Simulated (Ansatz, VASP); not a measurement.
# Two plane-wave programs on Fe2O3 (Hematite)

```xyz
10
Lattice="2.5520 1.4734 4.6475 -2.5520 1.4734 4.6475 0.0000 -2.9468 4.6475" Properties=species:S:1:pos:R:3 pbc="T T T"
Fe    0.0000    0.0000    4.9541
Fe    0.0000    0.0000    2.0171
Fe    0.0000    0.0000    8.9883
Fe    0.0000    0.0000   11.9253
O    -0.9924    1.4734    8.1330
O    -0.7798   -1.5962    8.1330
O     1.7722    0.1227    8.1330
O     0.9924   -1.4734    5.8093
O     0.7798    1.5962    5.8093
O    -1.7722   -0.1227    5.8093
```

Alike in both runs: task single point; functional PBE; k mesh 4 × 4 × 4; occupations gaussian, width 0.05 eV; collinear spin; Hubbard terms Fe d U = 4.0 eV.

|  | VASP | Ansatz |
| --- | --- | --- |
| version | VASP 6.6.1 | Ansatz 0.2.0 |
| potentials or method | VASP PAW PBE potentials, release 64 (Fe, O) | scalar-relativistic, plane waves, PAW |
| plane-wave cutoff (eV) | 520 | 420 |
| valence electrons in the cell | 68 | 100 |

|  | VASP | Ansatz | Ansatz less VASP |
| --- | --- | --- | --- |
| gap on the k mesh at the Fermi level (eV) | 2.18 | 2.11 | -0.067 |
| least direct gap on the mesh (eV) | 2.23 | 2.17 | -0.066 |
| pressure (GPa) | -3.5 | 0.0 | +3.45 |
| largest component of the traceless stress (GPa) | 0.24 | 0.00 | -0.239 |
| rms of the force components (eV/Å) | 0.048 | 0.000 | -0.0479 |
| net moment per atom (μB) | 0.00 | 0.00 | 0.000 |
| size of the moment on the site where the two differ most (μB) | 4.16 | 3.81 | -0.353 |

Site moments also hang on the region over which each program counts them. The programs project onto different local orbitals, so the same U acts differently. Atom by atom the forces differ by 0.048 eV/Å (rms over components). The two sets of potentials don't hold the same shells in valence. Ansatz warned: «stability_check_not_made».

A k mesh can miss the band edges. The state reached can hang on the start; a lower one may exist.
